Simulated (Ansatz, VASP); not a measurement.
# Cross-check of BAs between VASP and Ansatz, part 2 of 2

Aim: how closely do two programs agree when they are given the same cell, functional and k mesh?

VASP 6.6.1 and Ansatz 0.2.0.

So far. Step 2 (VASP: band structure, PBE): The run ends at a pressure of 2.92 GPa.

## 4. Comparison

Known differences besides the potentials themselves: the data sets hold 18 valence electrons in Ansatz (default PAW (the set named soft_2) files) and 8 in VASP; the cutoff is 420 eV in Ansatz and 340 eV in VASP; VASP leaves aspherical gradient terms in its spheres out (LASPH is not set), Ansatz keeps them. Total energies have different zeros and are not compared.

Both answers:

| quantity | Ansatz | VASP | difference |
| --- | --- | --- | --- |
| gap over the path points (eV) | 1.184 | 1.168 | +0.016 |

Levels at points of the path, from each program's valence-band top (eV; 3 filled, then empty):

| k (reciprocal lattice) | Ansatz | VASP |
| --- | --- | --- |
| 0.000 0.000 0.000 | 0.00 0.00 0.00 3.28 3.28 3.28 | 0.00 0.00 0.00 3.27 3.27 3.27 |
| 0.182 0.000 0.182 | -2.61 -1.90 -1.90 2.13 5.53 5.96 | -2.61 -1.91 -1.91 2.12 5.51 5.94 |
| 0.364 0.000 0.364 | -6.59 -3.66 -3.66 1.21 2.71 9.76 | -6.60 -3.67 -3.67 1.20 2.69 9.73 |
| 0.409 0.000 0.409 | -7.49 -3.89 -3.89 1.18 2.16 10.57 | -7.50 -3.90 -3.90 1.17 2.14 10.53 |
| 0.500 0.000 0.500 | -8.52 -4.08 -4.08 1.44 1.45 11.39 | -8.54 -4.08 -4.08 1.42 1.43 11.35 |
| 0.500 0.091 0.591 | -8.41 -4.52 -4.46 2.26 2.32 10.45 | -8.42 -4.53 -4.47 2.24 2.31 10.41 |
| 0.500 0.182 0.682 | -8.15 -5.25 -5.03 4.13 4.38 8.28 | -8.17 -5.26 -5.04 4.11 4.37 8.25 |
| 0.500 0.250 0.750 | -8.05 -5.48 -5.19 5.26 5.94 6.81 | -8.07 -5.50 -5.20 5.24 5.92 6.79 |
| 0.455 0.295 0.750 | -8.07 -5.71 -4.63 4.01 5.69 7.60 | -8.09 -5.72 -4.64 3.99 5.67 7.58 |
| 0.409 0.341 0.750 | -8.12 -5.90 -3.77 2.49 5.58 8.73 | -8.14 -5.91 -3.78 2.47 5.56 8.69 |

Among the levels compared at these points, filled levels agree within 18 meV and empty ones within 41 meV. Not compared: the pressure (VASP's GW data sets at this cutoff don't carry it).

## 5. Ansatz: single point, PBE

With cell and atoms fixed, the geometry can't cause a difference; cores, projectors, grids and the points listed under the comparison can. The cell compared in this pair holds 28.89 Å³, against 27.25 Å³ for the pair before.

Input file input.yaml:

```yaml
crystal:
  lattice:
    - [0.0, 2.4353452264, 2.4353452264]
    - [2.4353452264, 0.0, 2.4353452264]
    - [2.4353452264, 2.4353452264, 0.0]
  atoms:
    - { symbol: As, position: [0.75, 0.75, 0.75] }
    - { symbol: B, position: [0.0, 0.0, 0.0] }
hamiltonian:
  xc: pbe
  pseudopotentials: { kind: paw }
kpoints:
  mp_grid: { grid: [6, 6, 6] }
scf:
  occupations: { method: gaussian, width: 0.01 }
  n_extra_bands: 4
output:
  forces: true
  stress: true
  eigenvalues: true
```

The run is started by

```bash
ansatz run input.yaml --threads 2 --pin off --max-ram 4608MiB --backend cpu --events-out ev --progress --plain --runs-dir out
```

Numbers of over 12 decimals in the logs are rounded to 6 here.

The log of the run:

```text
[...]
Crystal: 2 atoms, lattice volume = 28.888 Å³
Basis set: ecut = 420 eV, 537 PW (Γ), exchange–correlation on 48×48×48 points (8 copies of the dense FFT grid, shifted against one another)
Bands: 13, of which v1, the nominal top of the filled ones, is band 9 counted from 1 (8 counted from 0)
Symmetry: 24 space group operations
[...]
k-points: 16 of 216 (time reversal used)
[...]
--- Band table (eV; the first three rows and the last of 16) ---
  k-point 0: bands = [... 5 lower, -4.6624, 10.2248, 10.2248, 10.2248, 13.4326, 13.4326, 13.4326, 14.1726]
  k-point 1: bands = [... 5 lower, -4.2339, 7.3563, 9.5858, 9.5858, 13.2504, 14.2715, 14.2715, 16.3718]
  k-point 2: bands = [... 5 lower, -3.0466, 3.7590, 8.7943, 8.7943, 12.7655, 14.9556, 14.9556, 18.6426]
  k-point 15: bands = [... 5 lower, -0.6808, 2.3094, 5.3940, 5.5870, 13.9815, 14.1082, 18.5217, 18.7698]
[key lines of the parts left out:]
SCF converged after 6 iterations
Free energy (F): -5012.070507 eV
Fermi energy:    10.888134 eV
P = ⅓ Tr σ = -4.6078 GPa (-46.078 kbar)
```

It took 0.45 s on 2 threads of Arm Neoverse V2, shared host; peak memory 0.37 GiB; 0.76 s of CPU time.

The run ends at a pressure of -4.61 GPa.

## 6. VASP: single point, PBE

The same cell, functional, mesh and smearing now go to VASP, with its own data sets and cutoff.

Input file INCAR:

```
SYSTEM = BAs
PREC = Accurate
ENCUT = 340
EDIFF = 1E-08
NELM = 100
ISMEAR = 0
SIGMA = 0.01
LREAL = .FALSE.
ALGO = Normal
GGA = PE
NBANDS = 10
LORBIT = 11
LWAVE = .TRUE.
LCHARG = .FALSE.
KPAR = 8
```

Input file POSCAR:

```
BAs
1.0
    0.0000000000      2.4353452264      2.4353452264
    2.4353452264      0.0000000000      2.4353452264
    2.4353452264      2.4353452264      0.0000000000
As B
1 1
Direct
    0.7500000000      0.7500000000      0.7500000000
    0.0000000000      0.0000000000      0.0000000000
```

Input file KPOINTS:

```
Automatic mesh
0
Gamma
6 6 6
0 0 0
```

The projector-augmented-wave data sets are As_GW and B_GW (PBE family, release 64).

The run is started by

```bash
mpirun -np 8 vasp_std
```

The log of the run:

```text
[banner, memory and clock lines left out]
running    8 mpi-ranks, on    1 nodes
[...]
[... a notice as in an earlier step ...]

 LDA part: xc-table for (Slater+PW92), standard interpolation
 POSCAR, INCAR and KPOINTS ok, starting setup
[...]
entering main loop
       N       E                     dE             d eps       ncg     rms          rms(c)
DAV:   1     0.756596337937E+01    0.75660E+01   -0.31365E+03   320   0.561E+02
DAV:   2    -0.114877413356E+02   -0.19054E+02   -0.18436E+02   508   0.100E+02
DAV:   3    -0.119300196692E+02   -0.44228E+00   -0.44130E+00   380   0.135E+01
DAV:   4    -0.119330770131E+02   -0.30573E-02   -0.30570E-02   454   0.136E+00
[...]
DAV:  11    -0.113764051644E+02    0.65697E-06   -0.85322E-06   390   0.164E-02    0.439E-03
DAV:  12    -0.113764059860E+02   -0.82157E-06   -0.23464E-06   370   0.105E-02    0.623E-04
DAV:  13    -0.113764059793E+02    0.66458E-08   -0.64716E-08   392   0.176E-03
   1 F= -.11376406E+02 E0= -.11376406E+02  d E =-.697547E-20
 writing wavefunctions
```

Parts of OUTCAR (step 6):

```text
  Total       -0.8261285     -0.8261285     -0.8261285     -0.0000000     -0.0000000      0.0000000
  in kB      -45.8191024    -45.8191024    -45.8191024     -0.0000000     -0.0000000      0.0000000
  external PRESSURE =     -45.8191024 kB  Pullay stress =       0.0000000 kB

 POSITION                                       TOTAL-FORCE (eV/Angst)
 -----------------------------------------------------------------------------------
      3.65302      3.65302      3.65302        -0.000000      0.000000      0.000000
      0.00000      0.00000      0.00000         0.000000     -0.000000     -0.000000
 -----------------------------------------------------------------------------------
    total drift:                               -0.000000     -0.000000     -0.000000

  FREE ENERGIE OF THE ION-ELECTRON SYSTEM (eV)
  ---------------------------------------------------
  free  energy   TOTEN  =       -11.3764059793 eV

  energy  without entropy=      -11.3764059793  energy(sigma->0) =      -11.37640598

[... 1 part as in an earlier step ...]

[... 2 further parts left out ...]
[key lines of the parts left out:]
E-fermi :   5.6052
```

The run ends at a pressure of -4.58 GPa.

## 7. Side by side

Both answers:

| quantity | Ansatz | VASP | difference |
| --- | --- | --- | --- |
| gap on the k mesh (eV) | 1.327 | 1.313 | +0.014 |

Not compared: the pressure (VASP's GW data sets at this cutoff don't carry it). A gap on the mesh is an upper bound, since the band edges may lie between its points.

## 8. Results

```yaml
difference_in_gap_over_the_path_points_band_structure_pbe: 0.016 eV
difference_in_gap_on_the_k_mesh_single_point_pbe: 0.014 eV
```

The difference in gap over the path points is 0.016 eV (band structure, PBE), within the 0.08 eV picked in this series as the mark of a large difference. Such differences can come from data sets, numerical settings and the points named under the comparisons, not from the functional's error against experiment.

[Lines on the potential files, build, host, timing and source positions are cut from VASP's logs without a mark.]

[Logs are printed without paths, hosts, clocks, repeated set-up lines and the standing remarks that a program may print on its own settings, such as how far it seeks lower states.]

[Hosts, paths, dates, database ids (printed as entryN), source tags and the programs' standing remarks are cut or masked in the printed files.]
